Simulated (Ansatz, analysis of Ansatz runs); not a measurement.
# N on an O site in ZnO: charge-transition level against experiment, part 2 of 2

Aim: the charge-transition level of the N on an O site in ZnO, to be set beside the measurement. Set-up: PBE, 72-site cell, PBE lattice, 420 eV, k: the single point 1/4 1/4 1/4 then 2x2x2 shifted 0.5 0.5 0.5, started with the impurity moved along one bond. The model is a cell of 72 host atoms with 1 O taken out and 1 N put in. The level is the Fermi energy at which two charge states have equal formation energy, after a correction for the images of the charge. A local or semilocal functional is the cheapest first rung.

Ansatz 0.2.0; PBE, 72-site cell, PBE lattice, 420 eV, k: the single point 1/4 1/4 1/4 then 2x2x2 shifted 0.5 0.5 0.5, started with the impurity moved along one bond.

So far: Starting point; Relaxation, charge 0; Relaxation, charge −1; Single point, charge 0.

## Step 5: Single point, charge −1

This step: plane-wave PAW DFT, PBE; single point of a defect supercell.

point1/input.yaml

```yaml
crystal:
  lattice:
    - [9.83855991, 0.0, 0.0]
    - [-4.91927996, 8.52044282, 0.0]
    - [0.0, 0.0, 10.58650211]
  atoms:
    - { symbol: Zn, position: [0.112279471, 0.225136953, 0.251510265] }
    - { symbol: Zn, position: [0.222603913, 0.111177338, 0.001290134] }
    - { symbol: O, position: [0.222264146, 0.111582103, 0.19061031] }
    - { symbol: O, position: [0.109152458, 0.22090363, 0.44036147] }
    - { symbol: Zn, position: [0.111023668, 0.222553386, 0.74979007] }
    - { symbol: Zn, position: [0.22347053, 0.113024093, 0.499005093] }
    - { symbol: O, position: [0.221990255, 0.111052292, 0.689725643] }
    - { symbol: O, position: [0.111009269, 0.221194845, 0.939733482] }
    - { symbol: Zn, position: [0.112103862, 0.554836177, 0.251413146] }
    - { symbol: Zn, position: [0.223553856, 0.444917549, -0.001858648] }
    - { symbol: O, position: [0.221014174, 0.44433072, 0.18572527] }
    - { symbol: O, position: [0.108935795, 0.554958725, 0.440296063] }
    - { symbol: Zn, position: [0.110999854, 0.556131531, 0.749906198] }
    - { symbol: Zn, position: [0.231160354, 0.448912906, 0.49828058] }
    - { symbol: O, position: [0.219324833, 0.443448106, 0.692170462] }
    - { symbol: O, position: [0.110936594, 0.556322577, 0.939835774] }
    - { symbol: Zn, position: [0.110911167, 0.889391398, 0.251677019] }
    - { symbol: Zn, position: [0.222507888, 0.777732213, 0.001318509] }
    - { symbol: O, position: [0.222151565, 0.778153719, 0.190637917] }
    - { symbol: O, position: [0.111237357, 0.889007399, 0.440832064] }
    - { symbol: Zn, position: [0.110909452, 0.889322421, 0.749922676] }
    - { symbol: Zn, position: [0.223278449, 0.77690677, 0.499011712] }
    - { symbol: O, position: [0.221897348, 0.77834973, 0.689729782] }
    - { symbol: O, position: [0.11132026, 0.888959761, 0.940110237] }
    - { symbol: Zn, position: [0.445548257, 0.224987876, 0.251406539] }
    - { symbol: Zn, position: [0.555492993, 0.110814047, 0.001261711] }
    - { symbol: O, position: [0.555444606, 0.111370767, 0.190309924] }
    - { symbol: O, position: [0.445504465, 0.220337035, 0.440285007] }
    - { symbol: Zn, position: [0.4442333, 0.222548047, 0.749809959] }
    - { symbol: Zn, position: [0.556213322, 0.111089017, 0.500716498] }
    - { symbol: O, position: [0.555937811, 0.111567259, 0.690852163] }
    - { symbol: O, position: [0.444017124, 0.221111136, 0.939763707] }
    - { symbol: Zn, position: [0.444374856, 0.556251561, 0.257275547] }
    - { symbol: Zn, position: [0.555446872, 0.444843843, -0.00186453] }
    - { symbol: O, position: [0.55618645, 0.444079931, 0.185708319] }
    - { symbol: "N", position: [0.44483363, 0.555269954, 0.439692962] }
    - { symbol: Zn, position: [0.444330773, 0.555803103, 0.744801665] }
    - { symbol: Zn, position: [0.551714785, 0.448349462, 0.497787434] }
    - { symbol: O, position: [0.556908279, 0.443331309, 0.69203526] }
    - { symbol: O, position: [0.444714492, 0.555540834, 0.936302824] }
    - { symbol: Zn, position: [0.445454486, 0.888157525, 0.251357878] }
    - { symbol: Zn, position: [0.555384236, 0.776762279, -0.001977573] }
    - { symbol: O, position: [0.556158197, 0.779462527, 0.185579951] }
    - { symbol: O, position: [0.445275058, 0.891314574, 0.440271591] }
    - { symbol: Zn, position: [0.44410464, 0.889137736, 0.749823582] }
    - { symbol: Zn, position: [0.551219885, 0.769101706, 0.498043719] }
    - { symbol: O, position: [0.5566975, 0.780750217, 0.692007798] }
    - { symbol: O, position: [0.443892602, 0.889279825, 0.939755893] }
    - { symbol: Zn, position: [0.77772333, 0.222594587, 0.250826549] }
    - { symbol: Zn, position: [0.8894529, 0.110865077, 0.00125784] }
    - { symbol: O, position: [0.889020942, 0.111419978, 0.190282961] }
    - { symbol: O, position: [0.778081573, 0.222177003, 0.440303416] }
    - { symbol: Zn, position: [0.777655569, 0.222564634, 0.751008344] }
    - { symbol: Zn, position: [0.889179201, 0.11103265, 0.500609795] }
    - { symbol: O, position: [0.888587713, 0.111614618, 0.690804124] }
    - { symbol: O, position: [0.778022222, 0.222246845, 0.940827256] }
    - { symbol: Zn, position: [0.775304192, 0.554769722, 0.251436643] }
    - { symbol: Zn, position: [0.889369804, 0.444773348, 0.001276334] }
    - { symbol: O, position: [0.888926829, 0.444874959, 0.190320643] }
    - { symbol: O, position: [0.779893361, 0.554764465, 0.440315239] }
    - { symbol: Zn, position: [0.777669411, 0.556031741, 0.749760257] }
    - { symbol: Zn, position: [0.889166254, 0.444049656, 0.500709801] }
    - { symbol: O, position: [0.888606724, 0.444293578, 0.690860151] }
    - { symbol: O, position: [0.779158383, 0.556302385, 0.939710242] }
    - { symbol: Zn, position: [0.77531814, 0.888174285, 0.25144218] }
    - { symbol: Zn, position: [0.889085282, 0.777693323, 0.001259184] }
    - { symbol: O, position: [0.888745143, 0.778055197, 0.190584119] }
    - { symbol: O, position: [0.779306042, 0.891078431, 0.440299308] }
    - { symbol: Zn, position: [0.777588643, 0.889148263, 0.74971695] }
    - { symbol: Zn, position: [0.887171522, 0.776762461, 0.498979541] }
    - { symbol: O, position: [0.8891916, 0.77827044, 0.689704766] }
    - { symbol: O, position: [0.779104915, 0.889321249, 0.939668325] }
  host:
    repeats: [3, 3, 2]
    atoms:
      - { symbol: Zn, position: [0.333333333, 0.666666667, 0.499967103] }
      - { symbol: Zn, position: [0.666666667, 0.333333333, -3.2897e-05] }
      - { symbol: O, position: [0.666666667, 0.333333333, 0.379042897] }
      - { symbol: O, position: [0.333333333, 0.666666667, 0.879042897] }
total_charge: -1
basis:
  ecutwfc: 420
  xc_grid: 2
hamiltonian:
  xc: pbe
kpoints:
  mp_grid: { grid: [2, 2, 2], shift: [0.5, 0.5, 0.5] }
scf:
  occupations: { method: fermi_dirac, width: 0.01 }
  max_iter: 120
output:
  forces: true
  charged_corrections:
    epsilon: [5.21, 5.21, 5.27]
    static_epsilon: [10.56, 10.56, 11.59]
    defect_position: [0.444444, 0.555556, 0.439521]
  eigenvalues: true
checkpoint:
  read: "../relax1.run"
  write: "../point1.run"
  compress: false
  write_wavefunctions: true
  write_every: 100000
```

On the command line:

```
$ ansatz run input.yaml --threads 4 --pin off --max-ram 14131MiB --backend cpu --events-out ev --progress --plain --runs-dir out
```

It took 42 s on 4 threads of Intel Xeon 6975P-C (Granite Rapids), shared host; peak memory 6.1 GiB.

This step gave:

```
free energy : -139733.9567 eV
```

## Step 6: Charge-transition levels

A charged cell feels its images and has its own zero of potential; this step corrects both and places the level between the host's band edges.

This step: place-levels on PBE runs: charge-transition levels with image-charge correction and potential alignment at the atomic sites.

levels.yaml

```yaml
host:
  run: host.point.run
states: [point0.run, point1.run]
geometry_from:
  point0.run: relax0.run
  point1.run: relax1.run
  host.point.run: host.relax.run
```

On the command line:

```
$ ansatz place-levels levels.yaml -- --threads 4 --pin off --max-ram 14131MiB
```

It took 0.12 s on 4 threads.

Read from the output:

* gap: 0.7441 eV

## Step 7: What came out

```
static dielectric constant used         : 10.9
band gap of the host                    : 0.74 eV
(0/-1) level above the valence-band top : 0.44 eV
time of the whole chain                 : 8 min on 4 threads
```

In words: (0/-1) level above the valence-band top: computed 0.44 eV, measured 1.4 eV; 0.96 eV below the measurement. The level is counted in a gap of 0.74 eV, and the correction is screened by a dielectric constant of 10.9 from a linear-response run on the host (PBE). Levels hang on the band edges, which semilocal functionals place too close together.

[Logs are printed without paths, hosts, clocks, repeated set-up lines and the standing remarks that a program may print on its own settings, such as how far it seeks lower states.]

[Hosts, paths, dates, database ids (printed as entryN), source tags and the programs' standing remarks are cut or masked in the printed files.]

[For some hosts the program warned that the k-mesh of the response run may be too coarse for force constants and the static dielectric constant; such warnings are not shown here.]
